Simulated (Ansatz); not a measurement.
The cell is a 12-atom cell of PtAs2 started from a crystallographic database; cell and atoms were relaxed with r2SCAN. As has 1 As at 2.41 Å and 3 Pt at 2.51 Å; Pt has 6 As at 2.51 Å.

Space group Pa-3 (No. 205). a = 6.009 Å, b = 6.009 Å, c = 6.009 Å, α = 90.00°, β = 90.00°, γ = 90.00°

| atom | site | symmetry | x | y | z |
| --- | --- | --- | --- | --- | --- |
| As | 8c | .3. | 0.3841 | 0.3841 | 0.3841 |
| Pt | 4a | .-3. | 0.0000 | 0.0000 | 0.0000 |

4 runs of the PAW code Ansatz on this cell differ in the functional (and in the settings that go with it). Levels are in eV from each run's valence top; v1 is the last filled band, c1 the first empty one.

Run A, mean stress -5.0 GPa (compression positive):
```
            point     v5     v3     v1    c1    c2    c3
                Γ  -2.52  -1.05  -1.05  0.57  0.57  0.57
                M  -2.05  -0.61  -0.61  1.80  1.80  1.80
                R  -1.10  -0.76  -0.76  0.09  0.09  0.09
                X  -1.96  -1.27  -0.91  1.42  1.42  1.53
(0, 0.359, 0.380)  -1.73  -0.92   0.00  0.98  1.32  1.77
```

Run B, mean stress 0.0 GPa (compression positive):
```
            point     v5     v3     v1    c1    c2    c3
                Γ  -2.60  -1.04  -1.04  0.74  0.74  0.74
                M  -2.14  -0.61  -0.61  2.05  2.05  2.05
                R  -1.13  -0.76  -0.76  0.36  0.36  0.36
                X  -2.01  -1.30  -0.97  1.64  1.64  1.76
(0, 0.359, 0.380)  -1.79  -0.95   0.00  1.26  1.55  2.03
```

Run C, mean stress -2.4 GPa (compression positive):
```
            point     v5     v3     v1    c1    c2    c3
                Γ  -3.11  -1.16  -1.16  1.51  1.51  1.51
                M  -2.46  -0.76  -0.76  2.95  2.95  2.95
                R  -1.27  -0.89  -0.89  1.13  1.13  1.13
                X  -2.39  -1.56  -1.10  2.46  2.46  2.69
(0, 0.359, 0.380)  -2.00  -1.11   0.00  2.04  2.45  2.91
```

Run D, mean stress +2.7 GPa (compression positive):
```
            point     v5     v3     v1    c1    c2    c3
                Γ  -2.62  -1.07  -1.07  0.71  0.71  0.71
                M  -2.13  -0.64  -0.64  1.99  1.99  1.99
                R  -1.13  -0.78  -0.78  0.28  0.28  0.28
                X  -2.04  -1.32  -0.95  1.58  1.58  1.71
(0, 0.359, 0.380)  -1.78  -0.96   0.00  1.17  1.50  1.95
```

**Question.** Match the runs to LDA, r2SCAN, DDH-PBE0, PBE0.

**Answer.** A is LDA, B is r2SCAN, C is PBE0, D is DDH-PBE0. In order of the gap: LDA 0.09, DDH-PBE0 0.28, r2SCAN 0.36, PBE0 1.13 eV. The stress vanishes for r2SCAN, which relaxed the cell.

Calculated for a static, non-magnetic cell.

No spin-orbit coupling is included; it can move band edges with weight on the heavy atoms by tenths of an eV.

The stress of a hybrid is loosely converged in these runs.

Where an edge lies off the special points, it is a point of the mesh or the k point where a search put PBE's edge or least direct gap, reused for the other functionals, whose own edges may lie a little apart.

Gaps or overlaps of about a tenth of an eV are at the limit of these meshes: between the points read a gap can be smaller or closed.

The meshes of the hybrids are coarse, so their gaps aren't converged to the digits shown.
